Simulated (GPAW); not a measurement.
Crystal: Zr.

```
Zr
1.0
     3.23200    0.00000    0.00000
    -1.61600    2.79899    0.00000
     0.00000    0.00000    5.14700
Zr
2
Cartesian
  1.6160 0.9330 3.8603
  0.0000 1.8660 1.2868
```

```yaml
Program: GPAW 26.7.0
Task: relaxation of cell and atoms
Functional: LDA
Potentials_or_basis: the program's PAW data sets (release 1.2.1) made for this functional
Cutoff: 600 eV
Basis: pw
k_mesh: 9 × 9 × 5
Occupations: fermi-dirac, width 0.05 eV
Spin: no spin polarisation
```

At the start: pressure -6.5 GPa; volume 23.28 Å³/atom.

Question: Where does the relaxation end?

Answer: Over 8 steps the energy falls by 32.3 meV/atom and the volume is 21.70 Å³/atom (-6.8 %); space group P6_3/mmc (No. 194, to 0.05 Å).

Step by step:
```
step  energy change (eV)  largest force (eV/Å)  pressure (GPa)  volume (Å³)
   1              0.0000                0.0000           -6.45        46.56
   2             -0.0316                0.0000           -4.73        45.64
   3             -0.0634                0.0000            0.26        43.34
   4             -0.0638                0.0000            0.03        43.43
   5             -0.0643                0.0000           -0.20        43.52
   6             -0.0646                0.0000           -0.24        43.52
   7             -0.0646                0.0000           -0.10        43.45
   8             -0.0646                0.0000           -0.02        43.41
```

Final structure:
```
Zr
1.0
     3.14048    0.00000    0.00000
    -1.57024    2.71974    0.00000
     0.00000    0.00000    5.08233
Zr
2
Direct
  0.66667 0.33333 0.75000
  0.33333 0.66667 0.25000
```

Caveat: later steps reuse the first step's grids.
